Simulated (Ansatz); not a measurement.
Crystal: BN.

```
CELL_PARAMETERS angstrom
2.49824 0.00000 0.00000
-1.24912 2.16354 0.00000
0.00000 0.00000 6.63570
ATOMIC_POSITIONS crystal
N 0.66667 0.33333 0.25000
N 0.33333 0.66667 0.75000
B 0.66667 0.33333 0.75000
B 0.33333 0.66667 0.25000
```

| Item | Value |
| --- | --- |
| Program | Ansatz 0.2.0 |
| Task | relaxation of cell and atoms |
| Functional | BLYP |
| Dispersion | D4 |
| Potentials or basis | Ansatz PAW |
| Cutoff | 420 eV (not typed: the program's choice for these potentials) |
| k mesh | 12 × 12 × 4 |
| Occupations | fermi-dirac, width 0.05 eV |
| Spin | no spin polarisation |

At the start: volume 8.97 Å³/atom.

Question: Where does the relaxation end?

Answer: It ends after 9 steps and the volume is 8.63 Å³/atom (-3.7 %); space group P6_3/mmc (No. 194, to 0.05 Å).

Step by step:
| step | energy change (eV) | largest force (eV/Å) | volume (Å³) |
| --- | --- | --- | --- |
| 1 | 0.0000 | 0.0000 | 35.87 |
| 2 | -0.0179 | 0.0000 | 34.63 |
| 3 | -0.0175 | 0.0000 | 34.79 |
| 4 | -0.0175 | 0.0000 | 34.81 |
| 5 | -0.0132 | 0.0000 | 34.81 |
| 6 | -0.0147 | 0.0000 | 34.57 |
| 7 | -0.0137 | 0.0000 | 34.57 |
| 8 | -0.0139 | 0.0000 | 34.53 |
| 9 | -0.0137 | 0.0000 | 34.53 |

Final structure:
```cif
data_structure
_symmetry_space_group_name_H-M 'P 1'
_symmetry_Int_Tables_number 1
_cell_length_a 2.5071
_cell_length_b 2.5071
_cell_length_c 6.3442
_cell_angle_alpha 90.000
_cell_angle_beta 90.000
_cell_angle_gamma 120.000
_cell_volume 34.53
loop_
_atom_site_label
_atom_site_type_symbol
_atom_site_fract_x
_atom_site_fract_y
_atom_site_fract_z
_atom_site_occupancy
N1 N 0.66667 0.33333 0.25000 1
N2 N 0.33333 0.66667 0.75000 1
B1 B 0.66667 0.33333 0.75000 1
B2 B 0.33333 0.66667 0.25000 1
```

Caveat: the plane-wave basis is chosen anew once the cell has moved, so the energies of steps on either side of that aren't comparable; the pressure holds a Pulay correction of +0.8 GPa for the finite cutoff; the PAW data sets come from PBE, with cores solved anew for the run's functional, which leaves a small shift of forces and pressure.
